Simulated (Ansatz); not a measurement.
# Si2W: the cost of one run

Method: DFT PBE, scalar-relativistic, plane waves, PAW, in Ansatz 0.2.0.

2 further runs of the same task are left out: 1 that didn't finish, 1 set aside as unsound or not needed.

## (1) The starting structure

Symmetry: P4mm, No. 99, tetragonal system. The conventional cell has a = 4.432 Å, b = 4.432 Å, c = 4.892 Å, α = 90.00°, β = 90.00°, γ = 90.00°. Around Si (site symmetry m) lie 2 Si at 1.45 Å. W (site symmetry 2mm) has 4 Si at 2.59 to 2.86 Å as nearest neighbours.

As a file:

```cif
data_structure
_symmetry_space_group_name_H-M 'P4mm'
_symmetry_Int_Tables_number 99
_cell_length_a 4.4325
_cell_length_b 4.4325
_cell_length_c 4.8918
_cell_angle_alpha 90.000
_cell_angle_beta 90.000
_cell_angle_gamma 90.000
_cell_volume 96.11
loop_
_atom_site_label
_atom_site_type_symbol
_atom_site_symmetry_multiplicity
_atom_site_Wyckoff_symbol
_atom_site_fract_x
_atom_site_fract_y
_atom_site_fract_z
_atom_site_occupancy
Si1 Si 4 f 0.73058 0.50000 0.81125 1
W1 W 2 c 0.50000 0.00000 0.28047 1
```

The cell is invented: random cell by space group and Wyckoff sites (P4mm, No. 99). Lengths come from tabulated atomic sizes and are only a guess.

## (2) The guess as it stands, on a coarse mesh

Input file input.yaml:

```yaml
crystal:
  lattice:
    - [4.43247265, 0.0, 0.0]
    - [0.0, 4.43247265, 0.0]
    - [0.0, 0.0, 4.89176988]
  atoms:
    - { symbol: Si, position: [0.73058023, 0.5, 0.81124649] }
    - { symbol: Si, position: [0.26941977, 0.5, 0.81124649] }
    - { symbol: Si, position: [0.5, 0.73058023, 0.81124649] }
    - { symbol: Si, position: [0.5, 0.26941977, 0.81124649] }
    - { symbol: W, position: [0.5, 0.0, 0.28047328] }
    - { symbol: W, position: [0.0, 0.5, 0.28047328] }
basis:
  ecutwfc: 420
kpoints:
  mp_grid: { grid: [4, 4, 4] }
hamiltonian:
  xc: pbe
scf:
  occupations: { method: gaussian, width: 0.1 }
  lower_state_search: "off"
output:
  forces: true
  stress: true
  eigenvalues: true
```

Started as:

```
> ansatz run input.yaml --threads 1 --pin off --max-ram 2560MiB --backend cpu --events-out ev --progress --plain --runs-dir out
```

Q: Estimate wall time and peak memory on 1 thread of AMD EPYC 9R45 (Zen 5), shared host.

About 2.2 s, with a peak of 0.36 GiB.
